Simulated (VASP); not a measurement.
**VASP 6.6.1 run: TePb**

INCAR

```
IBRION = -1
ENCUT = 520
LREAL = .FALSE.
EDIFF = 1E-7
LWAVE = .FALSE.
TIME = 4
SIGMA = 0.01
NBANDS = 17
GGA = CA
ISIF = 2
ISMEAR = 0
LASPH = .TRUE.
PREC = Accurate
ALGO = Damped
NELM = 97
LCHARG = .FALSE.
NSW = 0
```

KPOINTS

```
KPOINTS created by Atomic Simulation Environment
0
Gamma
6 6 6
0 0 0
```

POSCAR

```
Pb Te
 1.0000000000000000
     0.0000000000000000    3.6414940559225757    3.6414940559225757
     3.6414940559225757   -0.0000000000000000    3.6414940559225757
     3.6414940559225757    3.6414940559225757   -0.0000000000000000
 Pb  Te
   1   1
Cartesian
 -0.0000000000000000 -0.0000000000000000  0.0000000000000000
  1.8207470279612878  1.8207470279612878  1.8207470279612878
```

The recommended LDA PAW datasets give the neutral cell 20 valence electrons.

Command

```
mpirun -np 1 vasp_std
```

OSZICAR

```
N       E                     dE             d eps       ncg     rms           ort
DAV:   1     0.222528700831E+03    0.22253E+03   -0.81215E+03   272   0.115E+03
DAV:   2     0.563128671807E+02   -0.16622E+03   -0.16121E+03   272   0.326E+02
DAV:   3     0.110843959140E+02   -0.45228E+02   -0.44037E+02   272   0.196E+02
DAV:   4    -0.523380215794E+01   -0.16318E+02   -0.16166E+02   272   0.109E+02
DAV:   5    -0.770270215436E+01   -0.24689E+01   -0.24490E+01   272   0.382E+01
SDA:   6    -0.743707859718E+01    0.26562E+00   -0.59265E+01   272   0.148E+01   0.000E+00
DMP:   7     0.426512346286E+01    0.11702E+02   -0.18436E+03   272   0.450E+02  -0.650E+01
DMP:   8     0.223943786424E+03    0.21968E+03   -0.80120E+04   272   0.199E+04  -0.937E+02
DMP:   9     0.542984583500E+03    0.31904E+03   -0.43192E+04   272   0.105E+04  -0.165E+03
DMP:  10     0.854014376885E+03    0.31103E+03   -0.20793E+05   272   0.516E+04  -0.213E+03
...
DMP:  89     0.928179608422E+03    0.11025E+03    0.85212E+06   272  -0.185E+06   0.164E+06
DMP:  90     0.822341328749E+03   -0.10584E+03   -0.40494E+07   272   0.879E+06  -0.776E+06
DMP:  91     0.934377253743E+03    0.11204E+03   -0.15024E+06   272   0.327E+05  -0.284E+05
DMP:  92     0.826196127746E+03   -0.10818E+03    0.18311E+09   272  -0.398E+08   0.351E+08
DMP:  93     0.939826132529E+03    0.11363E+03   -0.49680E+07   272   0.108E+07  -0.953E+06
DMP:  94     0.829916168524E+03   -0.10991E+03   -0.76192E+09   272   0.165E+09  -0.146E+09
DMP:  95     0.945529346801E+03    0.11561E+03    0.24311E+08   272  -0.528E+07   0.466E+07
DMP:  96     0.833279366753E+03   -0.11225E+03   -0.12119E+10   272   0.263E+09  -0.232E+09
DMP:  97     0.951497089498E+03    0.11822E+03    0.93372E+08   272  -0.203E+08   0.179E+08
   1 F= 0.95149709E+03 E0= 0.95149737E+03  d E =-.557758E-03
```

Standard output (part)

```
POSCAR found type information on POSCAR PbTe
 POSCAR found :  2 types and       2 ions
 LDA part: xc-table for (Slater(with rela. corr.)+CA(PZ))
 , standard interpolation
 POSCAR, INCAR and KPOINTS ok, starting setup
 WAVECAR not read
 entering main loop
 final diagonalization occupied
|     The electronic self-consistency was not achieved in the given           |
|     number of steps (NELM). The forces and other quantities evaluated       |
|     might not be reliable so examine the results carefully. If you find     |
|     spurious results, we suggest increasing NELM, if you were close to      |
|     convergence or switching to a different ALGO or adjusting the           |
|     density mixing parameters otherwise.                                    |
```

It didn't converge.

What is wrong with this input?

Damping step far too long. It didn't converge.
